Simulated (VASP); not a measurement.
# W7S16 (a cell with a defect) in VASP: notebook

Aim: see how the results for W7S16 (a cell with a defect) move with the level of theory and the settings. Levels: HSE06, PBEsol. Tasks: single point.

Everything below comes from runs of VASP 6.6.1. Logs are shortened: lines on timing, memory, paths and dates and some standing lists are left out, and cuts for length are marked.

## 1. Starting point

The cell holds a defect, 23 atoms: a = 6.306 Å, b = 6.306 Å, c = 12.323 Å, α = 90.00°, β = 90.00°, γ = 120.00°.

## 2. Single point, HSE06, collinear spin, ferromagnetic start

POSCAR reads:

```
W7S16                                   
1.0
    6.3064000000      0.0000000000      0.0000000000
   -3.1532000000      5.4615026064      0.0000000000
    0.0000000000      0.0000000000     12.3230000000
  W               S             
     7    16
Direct
     0.1762879858524634    0.8417233724295556    0.2503570074269316
     0.6610148309794804    0.3262084456973329    0.2498490029601064
     0.6626478859384269    0.8420955741098096    0.2504302019618024
     0.3338298712389805    0.1667799250549012    0.7501808067047553
     0.3336795708404619    0.6669877381883859    0.7502361671433865
     0.8335381547376572    0.1666529062645397    0.7501830443835512
     0.8336990662016541    0.6667707868095324    0.7502963319931901
     0.1671645858308744    0.3336178328013012    0.6235276423977725
     0.1671012394220916    0.8335603029407188    0.6232601311947971
     0.6671527798897572    0.3334820044393298    0.6232807543071109
     0.6668075440056913    0.8333878246169645    0.6232237269569757
     0.3314336542996583    0.1715916019036814    0.1255204195120719
     0.3350767306633306    0.6732504659542398    0.1237318032285625
     0.8333892391732600    0.1707611432669304    0.1246380626547437
     0.8335408028969763    0.6700899495506814    0.1263722411906339
     0.1670463947605046    0.3334582546965086    0.8769399837107660
     0.1671959796349103    0.8336829960436741    0.8772368181318309
     0.6672053055020097    0.3335256698178627    0.8772500615124256
     0.6668784713506845    0.8336246655860243    0.8772211476166606
     0.3337602390084241    0.1670323755472304    0.3768783070267687
     0.3295451775800919    0.6614994207520398    0.3731145019158668
     0.8301141091698016    0.1675248069767323    0.3766549830364740
     0.8330023810227993    0.6687819365520291    0.3742098530328084
```

INCAR.step1 reads:

```
SYSTEM = W7S16
  ALGO = Normal
  EDIFF = 1E-5
  ENCUT = 350
  GGA = PE
  ISIF = 2
  ISMEAR = 0
  ISPIN = 2
  ISYM = -1
  KPAR = 2
  LASPH = .TRUE.
  LMAXMIX = 4
  LORBIT = 11
  LREAL = Auto
  LWAVE = .TRUE.
  MAGMOM = 0 0 0 0 0 0 0 0 0 0 0 0.5 0.5 0.5 0 0 0 0 0 0.5 0.5 0.5 0
  NBANDS = 118
  NELECT = 193.0
  NELM = 70
  NKRED = 2
  NUPDOWN = 3
  PREC = Accurate
  SIGMA = 0.03
  TIME = 0.4
```

INCAR.step2 reads:

```
SYSTEM = W7S16
  ALGO = Damped
  EDIFF = 1E-4
  ENCUT = 350
  GGA = PE
  HFSCREEN = 0.2
  ISIF = 2
  ISMEAR = 0
  ISPIN = 2
  ISTART = 1
  ISYM = -1
  KPAR = 2
  LASPH = .TRUE.
  LCHARG = .FALSE.
  LHFCALC = .TRUE.
  LMAXMIX = 4
  LORBIT = 11
  LREAL = Auto
  LWAVE = .FALSE.
  MAGMOM = 0 0 0 0 0 0 0 0 0 0 0 0.5 0.5 0.5 0 0 0 0 0 0.5 0.5 0.5 0
  NBANDS = 118
  NELECT = 193.0
  NELM = 70
  NKRED = 2
  NUPDOWN = 3
  PREC = Accurate
  PRECFOCK = Fast
  SIGMA = 0.03
  TIME = 0.4
```

KPOINTS reads:

```
k-points
0
G
  2 2 2
  0 0 0
```

Potentials or basis: VASP PAW PBE potentials, release 64 (W_sv, S).

Run with:

```bash
cat potpaw_PBE.64/W_sv/POTCAR potpaw_PBE.64/S/POTCAR > POTCAR
cp INCAR.step1 INCAR
mpirun -np 4 vasp_std > vasp.out
cp INCAR.step2 INCAR
mpirun -np 4 vasp_std > vasp.out
```

OUTCAR:

```text
SYSTEM = W7S16
   EDIFF = 1E-4
   ENCUT = 350
   GGA = PE
   HFSCREEN = 0.2
   ISIF = 2
   ISMEAR = 0
   ISPIN = 2
   ISTART = 1
   ISYM = -1
   LASPH = .TRUE.
   LHFCALC = .TRUE.
   LORBIT = 11
   LREAL = Auto
   NELECT = 193.0
   NELM = 70
   NKRED = 2
   NUPDOWN = 3
   PREC = Accurate
   PRECFOCK = Fast

 ion  position               nearest neighbor table
   1  0.176  0.842  0.250-  20 2.36  21 2.37  12 2.37  13 2.37  15 2.42  23 2.42   2 3.06   3 3.07
                             3 3.24   2 3.25
   2  0.661  0.326  0.250-  14 2.36  12 2.36  20 2.38  22 2.38  15 2.42  23 2.42   1 3.06   3 3.06
                             3 3.25   1 3.25
   3  0.663  0.842  0.250-  22 2.36  21 2.37  14 2.37  13 2.37  15 2.42  23 2.42   2 3.06   1 3.07
                             1 3.24   2 3.25
   4  0.334  0.167  0.750-   8 2.40  16 2.40   9 2.40  10 2.40  17 2.40  18 2.40   5 3.15   6 3.15
                             7 3.15   7 3.15   6 3.15   5 3.15
   5  0.334  0.667  0.750-   8 2.40  16 2.40   9 2.40  11 2.40  19 2.40  17 2.40   4 3.15   6 3.15
                             7 3.15   7 3.15   6 3.15   4 3.15
   6  0.834  0.167  0.750-   8 2.40  10 2.40  16 2.40  19 2.40  11 2.40  18 2.40   5 3.15   4 3.15
                             7 3.15   7 3.15   4 3.15   5 3.15
   7  0.834  0.667  0.750-  18 2.40  10 2.40  17 2.40   9 2.40  19 2.40  11 2.40   5 3.15   4 3.15
                             6 3.15   6 3.15   4 3.15   5 3.15
   8  0.167  0.334  0.624-   5 2.40   4 2.40   6 2.40
   9  0.167  0.834  0.623-   4 2.40   5 2.40   7 2.40
  10  0.667  0.333  0.623-   6 2.40   4 2.40   7 2.40
  11  0.667  0.833  0.623-   5 2.40   6 2.40   7 2.40
  12  0.331  0.172  0.126-   2 2.36   1 2.37
  13  0.335  0.673  0.124-   1 2.37   3 2.37
  14  0.833  0.171  0.125-   2 2.36   3 2.37
  15  0.834  0.670  0.126-   1 2.42   2 2.42   3 2.42
  16  0.167  0.333  0.877-   5 2.40   4 2.40   6 2.40
  17  0.167  0.834  0.877-   5 2.40   4 2.40   7 2.40
  18  0.667  0.334  0.877-   7 2.40   6 2.40   4 2.40
  19  0.667  0.834  0.877-   6 2.40   5 2.40   7 2.40
  20  0.334  0.167  0.377-   1 2.36   2 2.38
  21  0.330  0.661  0.373-   3 2.37   1 2.37
  22  0.830  0.168  0.377-   3 2.36   2 2.38
  23  0.833  0.669  0.374-   1 2.42   2 2.42   3 2.42

IMPORTANT INFORMATION: All symmetrisations will be switched off!
NOSYMM: (Re-)initialisation of all symmetry stuff for point group C_1.

----------------------------------------------------------------------------------------

                                     Primitive cell

  volume of cell :     424.4339

  direct lattice vectors                    reciprocal lattice vectors
     6.306400000  0.000000000  0.000000000     0.158569073  0.091549897  0.000000000
    -3.153200000  5.461502606  0.000000000     0.000000000  0.183099794  0.000000000
     0.000000000  0.000000000 12.323000000     0.000000000  0.000000000  0.081149071

  length of vectors
     6.306400000  6.306400000 12.323000000     0.183099794  0.183099794  0.081149071

  position of ions in fractional coordinates (direct lattice)
     0.176287986  0.841723372  0.250357007
     0.661014831  0.326208446  0.249849003
     0.662647886  0.842095574  0.250430202
     0.333829871  0.166779925  0.750180807
     0.333679571  0.666987738  0.750236167
     0.833538155  0.166652906  0.750183044
[... 15 lines left out ...]
     0.830114109  0.167524807  0.376654983
     0.833002381  0.668781937  0.374209853

  ion indices of the primitive-cell ions
   primitive index   ion index
                 1           1
                 2           2
                 3           3
                 4           4
                 5           5
                 6           6
[... 15 lines left out ...]
                22          22
                23          23

----------------------------------------------------------------------------------------

 KPOINTS: k-points

Automatic generation of k-mesh.
 Grid dimensions read from file:
 generate k-points for:    2    2    2

 Generating k-lattice:

  Cartesian coordinates                     Fractional coordinates (reciprocal lattice)
[... 35 lines left out ...]
   ISTART =      1    job   : 0-new  1-cont  2-samecut
   ICHARG =      0    charge: 1-file 2-atom 10-const
   ISPIN  =      2    spin polarized calculation?
   LNONCOLLINEAR =      F non collinear calculations
   LSORBIT =      F    spin-orbit coupling
   LASPH  =      T    aspherical Exc in radial PAW
   ENCUT  =  350.0 eV  25.72 Ry    5.07 a.u.   9.62  9.62 18.80*2*pi/ulx,y,z
   NELM   =     70;   NELMIN=  2; NELMDL=  0     # of ELM steps
   EDIFF  = 0.1E-03   stopping-criterion for ELM
   LREAL  =      T    real-space projection
   EDIFFG = 0.1E-02   stopping-criterion for IOM
   NSW    =      0    number of steps for IOM
   IBRION =     -1    ionic relax: 0-MD 1-quasi-New 2-CG
   NFREE  =      0    steps in history (QN), initial steepest desc. (CG)
   ISIF   =      2    stress and relaxation
   ISYM   =     -1    0-nonsym 1-usesym 2-fastsym
   POTIM  = 0.5000    time-step for ionic-motion
   TEBEG  =    0.0;   TEEND  =   0.0 temperature during run
   PSTRESS=    0.0 pullay stress
   NELECT =     193.0000    total number of electrons
   NUPDOWN=       3.0000    fix difference up-down
   EMIN   =  10.00;   EMAX   =-10.00  energy-range for DOS
   EFERMI =   0.00;   METHOD = LEGACY
   ISMEAR =     0;   SIGMA  =   0.03  broadening in eV -4-tet -1-fermi 0-gaus
   EFERMI_NEDOS =   21; number of points for ismear=-14 and -15
   IALGO  =     53    algorithm
   IMIX   =      4    mixing-type and parameters
     AMIX     =   0.40;   BMIX     =  1.00
     AMIX_MAG =   1.60;   BMIX_MAG =  1.00
  volume/ion in A,a.u.               =      18.45       124.53
  Fermi-wavevector in a.u.,A,eV,Ry     =   1.258898  2.378972 21.562844  1.584824
  Thomas-Fermi vector in A             =   2.392485
   LORBIT       =     11    0 simple, 1 ext, 2 COOP (PROOUT), +10 PAW based schemes
   GGA     = PE    functional components
   LHFCALC =     T    Hartree Fock is set to
   PRECFOCK=fast      Normal, Fast or Accurate (Low or Medium for compatibility)
   ENCUT4O =  -1.0   cutoff for four orbital integrals eV
   NKREDX  =     2    reduce k-point grid by
   NKREDY  =     2    reduce k-point grid by
   NKREDZ  =     2    reduce k-point grid by
   AEXX    =    0.2500 exact exchange contribution
   HFSCREEN=    0.2000 screening length (either q_TF or 0.3 A-1)
   HFSCREENC=   0.2000 screening length for correlation (either q_TF or 0.3 A-1)
   ENCUTFOCK=  -1.0 apply spherical cutoff to Coloumb kernel
   IVDW    =     0    specifies the selected vdW correction
   LEPSILON=     F    determine dielectric tensor
   LRPA    =     F    only Hartree local field effects (RPA)
 spin polarized calculation
 Gauss-broadening in eV      SIGMA  =   0.03
  energy-cutoff  :      350.00
  volume of cell :      424.43
 maximum number of plane-waves:      6374
 NGX is ok and might be reduce to    40
  NGX = 24; NGY = 24; NGZ = 42
   NGX = 19   NGY = 19   NGZ = 37

 number of electron     193.0000030 magnetization       3.0000001

 Free energy of the ion-electron system (eV)
  ---------------------------------------------------
  ext. energy  EPLUGINS =         0.00000000
  ---------------------------------------------------
  free energy    TOTEN  =      -212.54923228 eV

  energy without entropy =     -212.54923228  energy(sigma->0) =     -212.54923228

 E-fermi :   5.4349     XC(G=0):  -8.7714

 val. band max:        5.9700474293   @ k =   0.0000   0.0000   0.5000
 cond. band min:       6.0240079232   @ k =   0.0000   0.0000   0.5000
 fundamental gap:      0.0539604939
 Fermi energy:         6.1227793870

 spin component 1

 k-point     1 :       0.0000    0.0000    0.0000
  band No.  band energies     occupation
      1     -72.6822      1.00000
      2     -72.6645      1.00000
      3     -72.6517      1.00000
      4     -72.1309      1.00000
      5     -72.1070      1.00000
      6     -72.0969      1.00000
[... 877 lines left out ...]
    107       9.1993      0.00000
    108       9.2124      0.00000
 Fermi energy:         5.4348556318

 spin component 2

 k-point     1 :       0.0000    0.0000    0.0000
  band No.  band energies     occupation
      1     -72.5189      1.00000
      2     -72.5027      1.00000
      3     -72.4622      1.00000
      4     -72.0644      1.00000
      5     -72.0418      1.00000
      6     -72.0325      1.00000
[... 877 lines left out ...]
    107       9.2453      0.00000
    108       9.2595      0.00000
 [bands above 108 left out]

------------------------ aborting loop because EDIFF is reached ----------------------------------------

  FORCE on cell =-STRESS in cart. coord.  units (eV):
  Direction    XX          YY          ZZ          XY          YZ          ZX
  --------------------------------------------------------------------------------------
  -------------------------------------------------------------------------------------
  Total      -13.3708943    -12.8682683    -15.6806491     -0.3240203      0.0041637     -0.0042112
  in kB      -50.4732107    -48.5758693    -59.1922040     -1.2231303      0.0157174     -0.0158968
  external PRESSURE =     -52.7470947 kB  Pullay stress =       0.0000000 kB

 VOLUME and BASIS-vectors are now :
 -----------------------------------------------------------------------------
  energy-cutoff  :      350.00
  volume of cell :      424.43
      direct lattice vectors                 reciprocal lattice vectors
     6.306400000  0.000000000  0.000000000     0.158569073  0.091549897  0.000000000
    -3.153200000  5.461502606  0.000000000     0.000000000  0.183099794  0.000000000
     0.000000000  0.000000000 12.323000000     0.000000000  0.000000000  0.081149071

 POSITION                                       TOTAL-FORCE (eV/Angst)
 -----------------------------------------------------------------------------------
     -1.54238      4.59707      3.08515        -0.223433      0.061732      0.030703
      3.14002      1.78159      3.07889         0.014026      0.291806      0.024250
      1.52363      4.59911      3.08605         0.218410      0.038667      0.030213
      1.57937      0.91087      9.24448        -0.138090      0.097452      0.021519
      0.00117      3.64276      9.24516        -0.176177     -0.280076      0.009822
      4.73114      0.91018      9.24451         0.161713      0.319283      0.013363
[... 15 lines left out ...]
      4.70679      0.91494      4.64152        -0.089768     -0.109721     -0.321775
      3.14444      3.65255      4.61139        -0.006771      0.017942     -0.356610
 -----------------------------------------------------------------------------------
    total drift:                                0.001975     -0.009986     -0.004793

  FREE ENERGIE OF THE ION-ELECTRON SYSTEM (eV)
  ---------------------------------------------------
  free  energy   TOTEN  =      -212.5492322771 eV

  energy  without entropy=     -212.5492322771  energy(sigma->0) =     -212.54923228

 total charge

# of ion       s       p       d       tot
------------------------------------------
    1        2.335   6.351   3.289  11.975
    2        2.334   6.348   3.291  11.972
    3        2.335   6.351   3.288  11.974
    4        2.316   6.346   3.335  11.997
    5        2.315   6.346   3.335  11.997
    6        2.315   6.346   3.335  11.996
[... 15 lines left out ...]
   22        1.372   2.287   0.000   3.659
   23        1.362   2.336   0.000   3.697
--------------------------------------------------
tot         38.083  81.660  23.203 142.947

 magnetization (x)

# of ion       s       p       d       tot
------------------------------------------
    1        0.003   0.009   0.202   0.214
    2        0.005   0.013   0.259   0.277
    3        0.003   0.009   0.206   0.218
    4        0.002   0.000   0.071   0.073
    5        0.002   0.000   0.076   0.078
    6        0.002   0.000   0.078   0.080
[... 15 lines left out ...]
   22        0.005   0.126   0.000   0.132
   23       -0.000  -0.007   0.000  -0.008
--------------------------------------------------
tot          0.063   1.068   0.995   2.126
```

Run time: 17 min. Hardware: 4 MPI ranks of Intel Xeon 6975P-C (Granite Rapids), shared host; peak memory 0.81 GiB.

Results:

| Quantity | Value |
| --- | --- |
| Free energy | -212.5492 eV |
| Largest force | 0.470 eV/Å |
| Net moment | 3.00 μB per cell |
| Site moments | W +0.21, +0.28, +0.22, +0.07, +0.08, +0.11; S +0.01, +0.00, +0.13, +0.27, -0.01, +0.14, +0.25 μB |
| Valence electrons inside the program's atomic spheres | W 11.97, 12.00, 11.99; S 3.71, 3.66, 3.70 |

Forces in eV/Å, atoms in the order of the input:
```
W   -0.223  0.062  0.031
W    0.014  0.292  0.024
W    0.218  0.039  0.030
W   -0.138  0.097  0.022
W   -0.176 -0.280  0.010
W    0.162  0.319  0.013
W    0.212 -0.115 -0.011
S    0.001 -0.016  0.359
S   -0.012  0.002  0.410
S   -0.023  0.015  0.423
S    0.001 -0.002  0.464
S    0.092 -0.111  0.300
S    0.000 -0.013  0.216
S   -0.080 -0.107  0.325
S   -0.009  0.004  0.333
S    0.003 -0.007 -0.373
S   -0.014  0.007 -0.421
S   -0.027  0.000 -0.430
S    0.004 -0.008 -0.470
S    0.097 -0.103 -0.292
S   -0.005  0.017 -0.285
S   -0.090 -0.110 -0.322
S   -0.007  0.018 -0.357
```

Caveat: the k mesh is coarse (spacing up to 0.58 Å⁻¹), so the values aren't converged, least of all with exact exchange; the cell is charged against a uniform background, so pressure and absolute levels hang on convention; the PAW data sets were made with another functional, which shifts forces and pressure a little; the total moment is fixed, so each spin has its own Fermi level. Spin-orbit coupling is left out, which matters for the levels of W.

## 3. Single point, PBEsol, collinear spin, ferromagnetic start

INCAR reads:

```
PREC = Accurate
ENCUT = 350
EDIFF = 1E-5
ISMEAR = 0
SIGMA = 0.03
LREAL = Auto
LASPH = True
NELM = 120
ALGO = Normal
ISIF = 2
LWAVE = False
LCHARG = False
ISPIN = 2
MAGMOM = 0 0 0 0 0 0 0 0 0 0 0 0.5 0.5 0.5 0 0 0 0 0 0.5 0.5 0.5 0
LORBIT = 11
LMAXMIX = 4
GGA = PS
NBANDS = 118
NELECT = 193.0
```

KPOINTS reads:

```
regular mesh
0
Gamma
  3 3 2
```

POSCAR reads:

```
W7S16
1.0
    6.3064000000      0.0000000000      0.0000000000
   -3.1532000000      5.4615026064      0.0000000000
    0.0000000000      0.0000000000     12.3230000000
W S
7 16
Direct
    0.1666666667      0.8333333333      0.2500000000
    0.6666666667      0.3333333333      0.2500000000
    0.6666666667      0.8333333333      0.2500000000
    0.3333333333      0.1666666667      0.7500000000
    0.3333333333      0.6666666667      0.7500000000
    0.8333333333      0.1666666667      0.7500000000
    0.8333333333      0.6666666667      0.7500000000
    0.1666666667      0.3333333333      0.6225000000
    0.1666666667      0.8333333333      0.6225000000
    0.6666666667      0.3333333333      0.6225000000
    0.6666666667      0.8333333333      0.6225000000
    0.3333333333      0.1666666667      0.1225000000
    0.3333333333      0.6666666667      0.1225000000
    0.8333333333      0.1666666667      0.1225000000
    0.8333333333      0.6666666667      0.1225000000
    0.1666666667      0.3333333333      0.8775000000
    0.1666666667      0.8333333333      0.8775000000
    0.6666666667      0.3333333333      0.8775000000
    0.6666666667      0.8333333333      0.8775000000
    0.3333333333      0.1666666667      0.3775000000
    0.3333333333      0.6666666667      0.3775000000
    0.8333333333      0.1666666667      0.3775000000
    0.8333333333      0.6666666667      0.3775000000
```

Potentials or basis: VASP PAW PBE potentials, release 64 (W_sv, S).

Run with:

```bash
cat potpaw_PBE.64/W_sv/POTCAR potpaw_PBE.64/S/POTCAR > POTCAR
mpirun -np 1 vasp_std > vasp.out
```

It took 14 min on 1 thread of Intel Xeon 6975P-C (Granite Rapids), shared host; peak memory 0.57 GiB.

Results (log left out):

```
Free energy                                           : -188.0942 eV
Largest force                                         : 0.977 eV/Å
Band gap on the k mesh                                : none (metal or under the smearing width)
Net moment                                            : 0.11 μB per cell
Valence electrons inside the program's atomic spheres : W 11.97, 12.03, 12.04; S 3.68, 3.60, 3.66
```

Forces on the atoms (eV/Å):
```
W    0.846  0.489  0.000
W    0.000 -0.977  0.000
W   -0.846  0.489  0.000
W   -0.026  0.015  0.000
W    0.000 -0.030  0.000
W    0.026  0.015  0.000
W    0.000  0.000  0.000
S    0.000  0.000  0.193
S   -0.010 -0.006  0.178
S    0.000  0.012  0.178
S    0.010 -0.006  0.178
S    0.208 -0.120  0.509
S    0.000  0.241  0.509
S   -0.208 -0.120  0.509
S    0.000  0.000  0.247
S    0.000  0.000 -0.193
S   -0.010 -0.006 -0.178
S    0.000  0.012 -0.178
S    0.010 -0.006 -0.178
S    0.208 -0.120 -0.509
S    0.000  0.241 -0.509
S   -0.208 -0.120 -0.509
S    0.000  0.000 -0.247
```

Levels at points of the mesh, in eV from the Fermi level:
Spin up:
```csv
k point,band 94,band 95,band 96,band 97,band 98,band 99
"(0.00, 0.00, 0.00)",-0.85,-0.54,-0.54,0.00,0.33,0.33
"(0.00, 0.00, 0.50)",-0.78,-0.55,-0.55,0.31,0.34,0.34
```
Spin down:
```tsv
k point	band 94	band 95	band 96	band 97	band 98	band 99
(0.00, 0.00, 0.00)	-0.84	-0.52	-0.52	0.01	0.34	0.34
(0.00, 0.00, 0.50)	-0.78	-0.53	-0.53	0.31	0.35	0.35
```

Caveat: the k mesh is coarse (spacing up to 0.38 Å⁻¹), so the values aren't converged; the cell is charged against a uniform background, so pressure and absolute levels hang on convention; the PAW data sets were made with another functional, which shifts forces and pressure a little.

(Part 1 of 2 ends here.)
